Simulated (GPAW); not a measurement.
## Ta: equation of state with PBEsol+D4

**What was measured.**

From “Refinement of the equation of state of tantalum”, 2004, arxiv:cond-mat/0403080, for a bulk crystal of Ta: bulk modulus 194 GPa.

Ta:

```
Ta
1.0
    -1.65128    1.65128    1.65128
     1.65128   -1.65128    1.65128
     1.65128    1.65128   -1.65128
Ta
1
Direct
  0.00000 0.00000 0.00000
```

```
Program             : GPAW 26.7.0
Task                : equation of state
Functional          : PBEsol
Dispersion          : D4
Potentials or basis : PAW data sets generated in the run's folder for this functional
Cutoff              : 600 eV
Basis               : pw
k mesh              : 11 × 11 × 11
Occupations         : fermi-dirac, width 0.05 eV
Spin                : no spin polarisation
```

* Equilibrium volume: 17.52 Å³/atom
* Bulk modulus: 216 GPa
* Pressure derivative of the bulk modulus: 4.4

Energy against volume, from the lowest point:
| volume (Å³/atom) | energy (meV/atom) |
| --- | --- |
| 16.930 | 13.73 |
| 17.290 | 1.47 |
| 17.650 | 0.00 |
| 18.010 | 8.14 |
| 18.371 | 24.82 |
| 18.731 | 49.21 |
| 19.091 | 80.52 |

Wall time 82 s on 1 thread of Arm Neoverse V1, on a shared host, peak memory 0.2 GiB.

Against the measured bulk modulus of Ta, 194 GPa (quoted in “Refinement of the equation of state of tantalum”, 2004, arxiv:cond-mat/0403080), the calculated 216 GPa is off by +11.3 %. The fit is for a static lattice scaled at fixed shape and fixed fractional positions.

The run has no spin-orbit coupling, so splittings on Ta are missing.
